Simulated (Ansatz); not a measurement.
## CrCl3 monolayer: non-collinear orders

Do the moments of a CrCl3 monolayer prefer to cant? Several patterns are started on spinors.

Main program and level: Ansatz 0.2.0; PBE with U = 4.55 eV on Cr d, PAW set soft_2.

### 1. Set-up

The cell holds 16 atoms: 4 Cr and 12 Cl. Cell: a = 11.992 Å, b = 6.000 Å, c = 17.681 Å, α = 90.0°, β = 90.0°, γ = 60.0°. It derives from CrCl3. One layer cut from the bulk crystal, 15 Å of vacuum. Vacuum lies along c.

The parent crystal comes from the Materials Project, a database of computed structures, and the real compound may take another structure.

### 2. The collinear state

The work starts on two spin channels, which tell the size of the moments.

File input.yaml:

```yaml
crystal:
  lattice:
    - [11.992148, 0.0, 0.0]
    - [3.002172, 5.195017, 0.0]
    - [0.0, 0.0, 17.680622]
  atoms:
    - { symbol: Cr, position: [0.166029, 0.149104, 0.500001], spin: 3.0 }
    - { symbol: Cr, position: [0.666029, 0.149104, 0.500001], spin: 3.0 }
    - { symbol: Cl, position: [0.3214665, 0.171642, 0.575478] }
    - { symbol: Cl, position: [0.8214665, 0.171642, 0.575478] }
    - { symbol: Cl, position: [0.8214985, 0.815668, 0.424562] }
    - { symbol: Cl, position: [0.3214985, 0.815668, 0.424562] }
    - { symbol: Cl, position: [0.9993035, 0.458924, 0.575807] }
    - { symbol: Cl, position: [0.4993035, 0.458924, 0.575807] }
    - { symbol: Cl, position: [0.9993275, 0.172675, 0.424193] }
    - { symbol: Cl, position: [0.4993275, 0.172675, 0.424193] }
    - { symbol: Cl, position: [0.6771325, 0.815931, 0.575438] }
    - { symbol: Cl, position: [0.1771325, 0.815931, 0.575438] }
    - { symbol: Cl, position: [0.1771645, 0.459957, 0.424522] }
    - { symbol: Cl, position: [0.6771645, 0.459957, 0.424522] }
    - { symbol: Cr, position: [0.8326025, 0.482494, 0.499999], spin: 3.0 }
    - { symbol: Cr, position: [0.3326025, 0.482494, 0.499999], spin: 3.0 }
magnetization:
  spin_polarized: true
kpoints:
  mp_grid: { grid: [2, 4, 1] }
hamiltonian:
  xc: pbe
  hubbard: { sites: [{ species: Cr, l: d, u_eff: 4.55 }] }
scf:
  occupations: { method: fermi_dirac, width: 0.02 }
  max_iter: 120
  convergence: { dr2_threshold: 1.0e-08 }
```

On the command line:

```console
ansatz run input.yaml --threads 4 --pin off --max-ram 16384MiB --backend cpu --events-out ev --progress --plain --runs-dir out
```

Numbers of over 12 decimals in the logs are rounded to 6 here.

Log:

```text
Warning: the atoms were moved onto the symmetric positions of the space group found under crystal.symmetry.tolerance 1.0e-5 (fractional; no operation is sought that the atoms, as they stand in a round, miss by more than twice it, and no atom is moved by as much as it), and the run uses the moved positions. Before a round's move an operation carried an atom to 4.50e-6 Å from where it should land, the largest such dist [...]
Cr: projections on atomic orbitals take those of the free atom [Ne] 3s2 3p6 3d5 4s1, of charge +0.00 (hamiltonian.pseudopotentials.projection_atoms); the dataset's partial waves leave at most 7.0e-7 of an orbital's norm unspanned inside its sphere
Cl: projections on atomic orbitals take those of the free atom [Ne] 3s2 3p5, of charge +0.00 (hamiltonian.pseudopotentials.projection_atoms); the dataset's partial waves leave at most 2.1e-7 of an orbital's norm unspanned inside its sphere
Engine: ansatz 0.2.0, aarch64-unknown-linux-gnu
Pseudopotentials: kind: paw
Pseudopotential: Cr, paw, valence charge 14, recommended cutoff 420 eV (normal), Cr.paw.azcp
Pseudopotential: Cl, paw, valence charge 7, recommended cutoff 420 eV (normal), Cl.paw.azcp
Functional definition: PBE
  parameter kappa = 0.804
  parameter beta = 0.066725
  exchange = pbe_x(kappa = kappa, mu = beta*pi^2/3)
  correlation = pbe_c(beta = beta)
Crystal: 16 atoms, lattice volume = 1101.492 Å³
Basis set: ecut = 420 eV, 21525 PW (Γ)
Bands: 92, of which v1, the nominal top of the filled ones, is band 70 counted from 1 (69 counted from 0)
Symmetry: 4 space group operations
Space group: P-1 (ITA 2), of the structure as read, at distance tolerance 1.0e-4 Å
Magnetic group: BNS 2.4 (UNI 4), of the structure as read, at distance tolerance 1.0e-4 Å
k-points: 6 of 8
Non-local potential: Cr, projectors of the file, l = 0: 3, l = 1: 2, l = 2: 3, l = 3: 1
Non-local potential: Cl, projectors of the file, l = 0: 2, l = 1: 2, l = 2: 2
PAW form: soft (Blöchl's): semilocal exchange-correlation on the pseudo side does not see the compensation charge
PAW one-centre angular grid: Cr, 590 points (default); XC on 64 Gauss nodes
PAW one-centre angular grid: Cl, 110 points (default); XC on 64 Gauss nodes
Initial density: superposition of atomic densities (neutral atoms: chi_scale 0, normalization atom)
Starting moments: Σ|m| = 12 μB on 4 of 16 sites
Initial wavefunctions: pseudopotential atomic-orbital guess
Functional: x = pbe(κ = 0.804, μ = 0.219515), c = pbe(β = 0.066725)
SCF iter   1: F=—  HF=-26476.389869 eV  |F-HF|=—  |Δ(HF+E_count)|=         —  Δρ=3.60e-2 (↑3.60e-2 ↓2.20e-2)  dr2=4.25e1  dr2_m=1.62e0  M=12.000 μB ∫|m|=13.421 μB  β_m=1.00  ethr=3.10e-3  ⟨swp⟩=10.0  Hψ=5060  notcnv=0
preconditioner: auto → Resta (q_TF=auto, 1.935 Å⁻¹)  ε∞=2.1  [insulator: Δε(μ)=1.231 eV  Ē_g=11.340 eV  σ=0.020 eV  W_gap=1.00  n_scr=138 (ndim 8)  ℏωp=11.6 eV  f_vac=0.653  D(μ)=0.00/eV (n_scr^D=0)  ε∞_Penn≈2.1  vacuum switching on, ρ_ref=9.3e-3 e/Å³]
spin=Collinear: Resta preconditioning applied to the charge; magnetization (m = ρ↑ − ρ↓) channel mixes plain (no charge-response kernel on spin).
SCF iter   2: F=—  HF=-26471.768507 eV  |F-HF|=—  |Δ(HF+E_count)|=    4.62e0  Δρ=1.39e-2 (↑1.39e-2 ↓1.19e-2)  dr2=1.34e0  dr2_m=1.19e0  M=12.000 μB ∫|m|=15.606 μB  β_m=1.00  ethr=3.10e-3  ⟨swp⟩=3.5  Hψ=2546  notcnv=0  defer=144
SCF iter   3: F=—  HF=-26471.932686 eV  |F-HF|=—  |Δ(HF+E_count)|=   1.64e-1  Δρ=5.05e-3 (↑5.05e-3 ↓4.63e-3)  dr2=6.20e-1  dr2_m=1.69e-3  M=12.000 μB ∫|m|=15.565 μB  β_m=0.30  ethr=9.54e-4  ⟨swp⟩=3.2  Hψ=1794  notcnv=0  defer=144
SCF iter   4: F=—  HF=-26472.344061 eV  |F-HF|=—  |Δ(HF+E_count)|=   4.11e-1  Δρ=1.75e-3 (↑1.75e-3 ↓1.48e-3)  dr2=5.57e-2  dr2_m=2.53e-3  M=12.000 μB ∫|m|=15.580 μB  β_m=1.00  ethr=4.43e-4  ⟨swp⟩=3.1  Hψ=2008  notcnv=0  defer=144
SCF iter   5: F=—  HF=-26472.651414 eV  |F-HF|=—  |Δ(HF+E_count)|=   3.07e-1  Δρ=2.26e-3 (↑2.26e-3 ↓4.29e-4)  dr2=9.25e-2  dr2_m=9.63e-3  M=12.000 μB ∫|m|=15.330 μB  β_m=0.30  ethr=3.98e-5  ⟨swp⟩=4.9  Hψ=2139  notcnv=0  defer=144
SCF iter   6: F=—  HF=-26472.812094 eV  |F-HF|=—  |Δ(HF+E_count)|=   1.61e-1  Δρ=6.12e-4 (↑2.94e-4 ↓6.12e-4)  dr2=3.00e-3  dr2_m=1.73e-3  M=12.000 μB ∫|m|=15.320 μB  β_m=1.00  ethr=3.98e-5  ⟨swp⟩=4.2  Hψ=2348  notcnv=0  defer=143
SCF iter   7: F=—  HF=-26472.908154 eV  |F-HF|=—  |Δ(HF+E_count)|=   9.61e-2  Δρ=8.88e-4 (↑8.88e-4 ↓1.17e-4)  dr2=9.70e-3  dr2_m=2.43e-3  M=12.000 μB ∫|m|=15.149 μB  β_m=0.30  ethr=2.14e-6  ⟨swp⟩=3.7  Hψ=1999  notcnv=0  defer=143
SCF iter   8: F=—  HF=-26472.958748 eV  |F-HF|=—  |Δ(HF+E_count)|=   5.06e-2  Δρ=6.32e-4 (↑6.32e-4 ↓3.23e-4)  dr2=1.73e-3  dr2_m=2.29e-3  M=12.000 μB ∫|m|=15.081 μB  β_m=0.30  ethr=2.14e-6  ⟨swp⟩=5.5  Hψ=2796  notcnv=0  defer=147
SCF iter   9: F=—  HF=-26472.988004 eV  |F-HF|=—  |Δ(HF+E_count)|=   2.93e-2  Δρ=6.99e-4 (↑6.99e-4 ↓3.63e-4)  dr2=1.85e-3  dr2_m=2.83e-3  M=12.000 μB ∫|m|=15.006 μB  β_m=0.30  ethr=1.23e-6  ⟨swp⟩=3.8  Hψ=1733  notcnv=0  defer=143
SCF iter  10: F=—  HF=-26473.005257 eV  |F-HF|=—  |Δ(HF+E_count)|=   1.73e-2  Δρ=6.09e-4 (↑6.09e-4 ↓4.14e-4)  dr2=6.17e-4  dr2_m=2.64e-3  M=12.000 μB ∫|m|=14.946 μB  β_m=0.30  ethr=1.23e-6  ⟨swp⟩=3.2  Hψ=1949  notcnv=0  defer=142
[...]
SCF iter  12: F=—  HF=-26473.022398 eV  |F-HF|=—  |Δ(HF+E_count)|=   6.21e-3  Δρ=6.80e-4 (↑6.80e-4 ↓3.43e-4)  dr2=1.82e-3  dr2_m=2.63e-3  M=12.000 μB ∫|m|=14.840 μB  β_m=0.30  ethr=4.41e-7  ⟨swp⟩=3.0  Hψ=2030  notcnv=0  defer=141
SCF iter  13: F=—  HF=-26473.026967 eV  |F-HF|=—  |Δ(HF+E_count)|=   4.57e-3  Δρ=5.06e-4 (↑2.10e-4 ↓5.06e-4)  dr2=1.54e-3  dr2_m=1.27e-3  M=12.000 μB ∫|m|=14.819 μB  β_m=0.30  ethr=4.41e-7  ⟨swp⟩=2.7  Hψ=2117  notcnv=0  defer=141
SCF iter  14: F=—  HF=-26473.029542 eV  |F-HF|=—  |Δ(HF+E_count)|=   2.57e-3  Δρ=4.60e-4 (↑4.60e-4 ↓3.44e-4)  dr2=2.12e-4  dr2_m=1.63e-3  M=12.000 μB ∫|m|=14.770 μB  β_m=0.30  ethr=4.41e-7  ⟨swp⟩=2.8  Hψ=1688  notcnv=0  defer=141
Mixer restart at iter 14: flushing history
spin-set hold released at iteration 14 (site moments contracting): the magnetisation degrees of freedom join the quasi-Newton model from the next iteration; the mixer history was flushed
SCF iter  15: F=—  HF=-26473.031647 eV  |F-HF|=—  |Δ(HF+E_count)|=   2.10e-3  Δρ=3.95e-4 (↑3.95e-4 ↓3.18e-4)  dr2=9.91e-5  dr2_m=1.28e-3  M=12.000 μB ∫|m|=14.739 μB  β_m=0.43  ethr=1.51e-7  ⟨swp⟩=2.7  Hψ=1797  notcnv=0  defer=141
SCF iter  16: F=—  HF=-26473.035992 eV  |F-HF|=—  |Δ(HF+E_count)|=   4.35e-3  Δρ=2.91e-4 (↑2.91e-4 ↓1.29e-4)  dr2=4.05e-4  dr2_m=4.41e-4  M=12.000 μB ∫|m|=14.625 μB  β_m=0.61  ethr=7.08e-8  ⟨swp⟩=3.2  Hψ=2185  notcnv=0  defer=141
SCF iter  17: F=—  HF=-26473.036811 eV  |F-HF|=—  |Δ(HF+E_count)|=   8.19e-4  Δρ=8.72e-5 (↑8.72e-5 ↓8.21e-5)  dr2=4.08e-4  dr2_m=2.75e-6  M=12.000 μB ∫|m|=14.546 μB  β_m=0.59  ethr=7.08e-8  ⟨swp⟩=3.6  Hψ=2529  notcnv=0  defer=141
SCF iter  18: F=—  HF=-26473.036811 eV  |F-HF|=—  |Δ(HF+E_count)|=   2.99e-7  Δρ=2.36e-5 (↑1.47e-5 ↓2.36e-5)  dr2=2.09e-5  dr2_m=5.50e-7  M=12.000 μB ∫|m|=14.544 μB  β_m=0.79  ethr=7.08e-8  ⟨swp⟩=2.0  Hψ=1761  notcnv=0  defer=141
SCF iter  19: F=—  HF=-26473.036815 eV  |F-HF|=—  |Δ(HF+E_count)|=   4.29e-6  Δρ=3.90e-6 (↑3.48e-6 ↓3.90e-6)  dr2=7.04e-7  dr2_m=1.92e-8  M=12.000 μB ∫|m|=14.543 μB  β_m=0.80  ethr=1.49e-8  ⟨swp⟩=1.9  Hψ=1327  notcnv=0  defer=141
SCF iter  20: F=-26473.036815 eV  HF=-26473.036815 eV  |F-HF|=2.56e-9  |Δ(HF+E_count)|=   7.01e-9  Δρ=6.18e-7 (↑6.18e-7 ↓3.86e-7)  dr2=5.56e-9  dr2_m=1.54e-9  M=12.000 μB ∫|m|=14.543 μB  ethr=7.14e-12  ⟨swp⟩=2.2  Hψ=3736  notcnv=0
SCF 1 converged in 20 iterations: F = -26473.036815 eV  dr2 = 5.56e-9
  greatest PAW one-centre occupation: 1.000 electrons in one spin orbital (limit 2), on the Cr atom at site 15 (counted from 0), in its partial waves of l = 0
SCF converged after 20 iterations
Magnetization: 12.0000 μB (76.0000 up, 64.0000 down)
Absolute magnetization: 14.5366 μB (∫|ρ↑−ρ↓|, with the PAW one-centre terms)
Spin contamination: 0.4088 ħ² per cell (⟨S²⟩ above its minimum at these occupations)
Per-site moments (μB) at R_I (Å): [(2.865425, 0.969596), (2.865425, 0.969596), (-0.077701, 0.969681), (-0.077701, 0.969681), (-0.077711, 0.969596), (-0.077711, 0.969596), (-0.077786, 0.970032), (-0.077786, 0.970032), (-0.077786, 0.970032), (-0.077786, 0.970032), (-0.077711, 0.969596), (-0.077711, 0.969596), (-0.077701, 0.969681), (-0.077701, 0.969681), (2.865425, 0.969596), (2.865425, 0.969596)]
Free energy (F): -26473.036815 eV
Harris-Foulkes:  -26473.036815 eV  (|F-HF|=2.56e-9)
Internal energy: -26473.036815 eV  (E = F + TS)
E sigma→0 (E₀):  -26473.036815 eV
Fermi energy:    -2.866641 eV
--- Per-component energies (eV) ---
  E_band       = -2649.449638
  E_kinetic    = 3289.094558
  E_local      = -61937.206656  (includes V_loc(G=0)·N_el)
  E_nonlocal   = 664.681264
  E_hartree    = 29220.115655
  E_xc         = -1836.820311
  E_vxc        = -2166.613226  (∫ρ·V_xc dr)
  E_hubbard    = 9.539432  (on-site DFT+U / exact-exchange correction)
  E_vhub       = -21.521924  (the Hubbard potential's part of the band-sum identity)
  E_paw        = -12693.827287  (= ΣΔE_a)
  E_vpaw       = -918.103300  (= ΣTr[D̂ρ^β])
  E_aug_tail   = 0.002598  (compensation charges beyond the density's cutoff)
  E_ewald      = 16811.383931
  E_smearing   = -0.000000  (= −TS)
  E_closure    = 0.000000  (closes the sum)
  Σ components = -26473.036815   (vs F -26473.036815, Δ=0.00e0)
Occupation matrices written to <dir>
```

Run time: 43 s. Hardware: 4 threads of Arm Neoverse V1, shared host; peak memory 3 GiB; 2.7 min of CPU time.

In the SCF lines HF is the Harris–Foulkes energy and dr2 the Hartree energy of the density residual, in eV; the loop may stop once dr2 is under the threshold and the program's other checks hold. Hψ counts applications of the Hamiltonian.

Spin moment in the atom's sphere by atom:

| atom | spin moment in the atom's sphere (μB) |
| --- | --- |
| Cr1 | 2.87 |
| Cr2 | 2.87 |
| Cl3 | -0.08 |
| Cl4 | -0.08 |
| Cl5 | -0.08 |
| Cl6 | -0.08 |
| Cl7 | -0.08 |
| Cl8 | -0.08 |
| Cl9 | -0.08 |
| Cl10 | -0.08 |
| Cl11 | -0.08 |
| Cl12 | -0.08 |
| Cl13 | -0.08 |
| Cl14 | -0.08 |
| Cr15 | 2.87 |
| Cr16 | 2.87 |

Tables count atoms from 1; parts of the log count from 0.

The run ends ferromagnetic, with a net moment of 12 μB a cell. Only this order was typed.

Signs and angles in the names of the patterns follow the order of the magnetic atoms in the input, which need not be their order in space.

In the spinor runs that follow the search for lower states is off.

### 3. Start: ferro

The parallel pattern comes first.

Changes to input.yaml since step 2:

```diff
@@ -6,4 +6,4 @@
   atoms:
-    - { symbol: Cr, position: [0.166029, 0.149104, 0.500001], spin: 3.0 }
-    - { symbol: Cr, position: [0.666029, 0.149104, 0.500001], spin: 3.0 }
+    - { symbol: Cr, position: [0.166029, 0.149104, 0.500001], spin: 2.87, spin_axis: [0.0, 0.0, 1.0] }
+    - { symbol: Cr, position: [0.666029, 0.149104, 0.500001], spin: 2.87, spin_axis: [0.0, 0.0, 1.0] }
     - { symbol: Cl, position: [0.3214665, 0.171642, 0.575478] }
@@ -20,6 +20,4 @@
     - { symbol: Cl, position: [0.6771645, 0.459957, 0.424522] }
-    - { symbol: Cr, position: [0.8326025, 0.482494, 0.499999], spin: 3.0 }
-    - { symbol: Cr, position: [0.3326025, 0.482494, 0.499999], spin: 3.0 }
-magnetization:
-  spin_polarized: true
+    - { symbol: Cr, position: [0.8326025, 0.482494, 0.499999], spin: 2.87, spin_axis: [0.0, 0.0, 1.0] }
+    - { symbol: Cr, position: [0.3326025, 0.482494, 0.499999], spin: 2.87, spin_axis: [0.0, 0.0, 1.0] }
 kpoints:
@@ -29,2 +27,3 @@
   hubbard: { sites: [{ species: Cr, l: d, u_eff: 4.55 }] }
+  noncollinear_xc: spin_density_matrix_gradient
 scf:
@@ -33 +32,9 @@
   convergence: { dr2_threshold: 1.0e-08 }
+  lower_state_search: "off"
+basis:
+  ecutwfc: 420.0
+magnetization:
+  noncollinear: true
+  spin_orbit: true
+output:
+  hubbard: { sites: [{ species: Cr, l: d }] }
```

Log:

```text
[...]
Crystal: 16 atoms, lattice volume = 1101.492 Å³
Basis set: ecut = 420 eV, 21525 PW (Γ)
Bands: 172, of which v1, the nominal top of the filled ones, is band 140 counted from 1 (139 counted from 0)
Symmetry: 4 space group operations
[...]
k-points: 6 of 8
Projection manifold: j_resolved (fully-relativistic pseudo-atomic orbitals)
[...]
Starting moments: Σ|m| = 11.48 μB on 4 of 16 sites
[...]
SCF iter   1: F=—  HF=-26476.929643 eV  |F-HF|=—  |Δ(HF+E_count)|=         —  Δρ=5.45e-2  dr2=4.31e1  dr2_m=1.32e0  ethr=3.10e-3  |M|=1.20e1 ∫|m|=1.33e1 μB  |m|>n=3.1e-1 m-floor=0.0e0 τ_xc=0.0e0  β_m=1.00  ⟨swp⟩=6.7  Hψ=4839  notcnv=0  defer=63
[...]
spin=Noncollinear: Resta preconditioning applied to the charge; magnetization (m_x, m_y, m_z) channels mix plain (no charge-response kernel on spin).
SCF iter   2: F=—  HF=-26472.162384 eV  |F-HF|=—  |Δ(HF+E_count)|=    4.77e0  Δρ=2.13e-2  dr2=1.34e0  dr2_m=1.15e0  ethr=3.10e-3  |M|=1.20e1 ∫|m|=1.54e1 μB  |m|>n=2.8e-1 m-floor=0.0e0 τ_xc=3.0e-3  β_m=1.00  ⟨swp⟩=3.0  Hψ=2324  notcnv=0  defer=144
[...]
SCF iter  17: F=-26473.616644 eV  HF=-26473.616644 eV  |F-HF|=1.45e-9  |Δ(HF+E_count)|=   1.36e-8  Δρ=4.84e-7  dr2=1.92e-9  dr2_m=2.64e-10  ethr=7.14e-12  |M|=1.20e1 ∫|m|=1.45e1 μB  |m|>n=1.4e-1 m-floor=0.0e0 τ_xc=1.9e-2  ⟨swp⟩=3.0  Hψ=2148  notcnv=0
SCF 1 converged in 17 iterations: F = -26473.616644 eV  dr2 = 1.92e-9
[...]
SCF converged after 17 iterations
Magnetization: |M| = 11.9960 μB,  M = (-0.0000, -0.0000, +11.9960) μB
Absolute magnetization: 14.5325 μB (∫|m|, with the PAW one-centre terms)
  site 0: m = (-0.0000, -0.0000, +2.8642) μB, |m| = 2.8642 μB  (R = 0.97 Å)
  site 1: m = (-0.0000, -0.0000, +2.8642) μB, |m| = 2.8642 μB  (R = 0.97 Å)
  site 2: m = (+0.0001, -0.0002, -0.0776) μB, |m| = 0.0776 μB  (R = 0.97 Å)
  site 3: m = (+0.0001, -0.0002, -0.0776) μB, |m| = 0.0776 μB  (R = 0.97 Å)
  site 4: m = (-0.0002, -0.0000, -0.0776) μB, |m| = 0.0776 μB  (R = 0.97 Å)
  site 5: m = (-0.0002, -0.0000, -0.0776) μB, |m| = 0.0776 μB  (R = 0.97 Å)
  site 6: m = (+0.0001, +0.0002, -0.0777) μB, |m| = 0.0777 μB  (R = 0.97 Å)
  site 7: m = (+0.0001, +0.0002, -0.0777) μB, |m| = 0.0777 μB  (R = 0.97 Å)
  site 8: m = (+0.0001, +0.0002, -0.0777) μB, |m| = 0.0777 μB  (R = 0.97 Å)
  site 9: m = (+0.0001, +0.0002, -0.0777) μB, |m| = 0.0777 μB  (R = 0.97 Å)
  site 10: m = (-0.0002, -0.0000, -0.0776) μB, |m| = 0.0776 μB  (R = 0.97 Å)
  site 11: m = (-0.0002, -0.0000, -0.0776) μB, |m| = 0.0776 μB  (R = 0.97 Å)
  site 12: m = (+0.0001, -0.0002, -0.0776) μB, |m| = 0.0776 μB  (R = 0.97 Å)
  site 13: m = (+0.0001, -0.0002, -0.0776) μB, |m| = 0.0776 μB  (R = 0.97 Å)
  site 14: m = (-0.0000, -0.0000, +2.8642) μB, |m| = 2.8642 μB  (R = 0.97 Å)
  site 15: m = (-0.0000, -0.0000, +2.8642) μB, |m| = 2.8642 μB  (R = 0.97 Å)
Free energy (F): -26473.616644 eV
[...]
Internal energy: -26473.616644 eV  (E = F + TS)
E sigma→0 (E₀):  -26473.616644 eV
Fermi energy:    -2.862734 eV
[...]
--- Hubbard shell moments (per corrected site; Tr N, ν in electrons; μ in μ_B) ---
  shell 0: Tr N=4.4616  μ_S=(-0.0000, -0.0000, +3.1784)  μ_L=(-0.0000, -0.0000, -0.0217)  μ=(-0.0000, -0.0000, +3.1566)  ν=0.0229 along (-0.000, -0.000, +1.000)
[...]
--- Band table (eV; the first three rows and the last of 6) ---
  k-point 0: bands = [... 136 lower, -4.2815, -4.2035, -4.1726, -4.1281, -1.5835, -1.5664, -1.5637, -1.5253, ... 28 higher]
  k-point 1: bands = [... 136 lower, -4.3410, -4.3131, -4.1553, -4.1369, -1.5835, -1.5631, -1.5482, -1.5276, ... 28 higher]
  k-point 2: bands = [... 136 lower, -4.2837, -4.2833, -4.1717, -4.1716, -1.5841, -1.5839, -1.5249, -1.5248, ... 28 higher]
  k-point 5: bands = [... 136 lower, -4.3164, -4.3164, -4.1532, -4.1532, -1.5824, -1.5824, -1.5474, -1.5474, ... 28 higher]
Occupation matrices written to <dir>
--- Occupation matrices: 4 shells (run DFT+U table (all-electron-ortho-atomic); ε = 1.80e-3) ---
  Cr0 d_3D: site group C1 (1)
  Cr0 d_3D spinor Tr n = 4.4616  λ = 0.057 0.063 0.063 0.229 0.229 0.427 0.428 0.988 0.989 0.989  [z2 1.00 (T2g 1.00) A1/2(1.00) | 2× x2-y2 0.33 (T2g 1.00) A1/2(1.00) | 2× xz 0.33 (Eg 1.00) A1/2(1.00) | 2× xz 0.34 (Eg 1.00) A1/2(1.00) | 3× z2 0.33 (T2g 1.00) A1/2(1.00)]
  Cr1 d_3D: site group C1 (1)
[...]
Cr14 d_3D: site group C1 (1)
[...]
Cr15 d_3D: site group C1 (1)
[...]
Tr n, λ and their labels are of the run-group-symmetrised matrices; stabiliser: 4 of 8 elements of G0×{1,Θ} (closed), max defect 9.0e-16 at τ = 3.8e-4
```

It took 6.3 min on 4 threads; peak memory 12 GiB; 25 min of CPU time.

It ends ferromagnetic; the largest site carries 2.86 μB.

(Part 1 of 2 ends here.)

[Logs and program files are shortened in this print: banners, set-up blocks, solver, clock and traceback lines can be left out without a mark of their own.]

[Logs are printed without paths, hosts, clocks, repeated set-up lines and the standing remarks that a program may print on its own settings, such as how far it seeks lower states.]

[Hosts, paths, dates, database ids (printed as entryN), source tags and the programs' standing remarks are cut or masked in the printed files.]
